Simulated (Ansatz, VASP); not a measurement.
**One calculation of BN, two programs**

```xyz
2
Lattice="0.0000 1.8123 1.8123 1.8123 0.0000 1.8123 1.8123 1.8123 0.0000" Properties=species:S:1:pos:R:3 pbc="T T T"
B     0.0000    0.0000    0.0000
N     2.7185    2.7185    2.7185
```

Alike in both runs: functional PBE; k mesh 12 × 12 × 12; occupations gaussian, width 0.02 eV; no spin polarisation.

Ansatz relaxed the structure, and its values are those at the end. VASP's run is a single point on that final structure, the one shown.

|  | VASP | Ansatz |
| --- | --- | --- |
| version | VASP 6.6.1 | Ansatz 0.2.0 |
| potentials or method | VASP PAW PBE potentials, release 64 (B, N) | scalar-relativistic, plane waves, PAW |
| plane-wave cutoff (eV) | 520 | 420 |
| valence electrons in the cell | 8 | 8 |

```tsv
	VASP	Ansatz	Ansatz less VASP
gap on the k mesh at the Fermi level (eV)	4.45	4.46	+0.012
least direct gap on the mesh (eV)	8.78	8.79	+0.011
pressure (GPa)	0.2	0.0	-0.25
```

The functional is the same, so the differences come from potentials, cutoffs and numerics.

A k mesh can miss the band edges. PBE gaps usually lie below the measured ones, often by a third to a half.
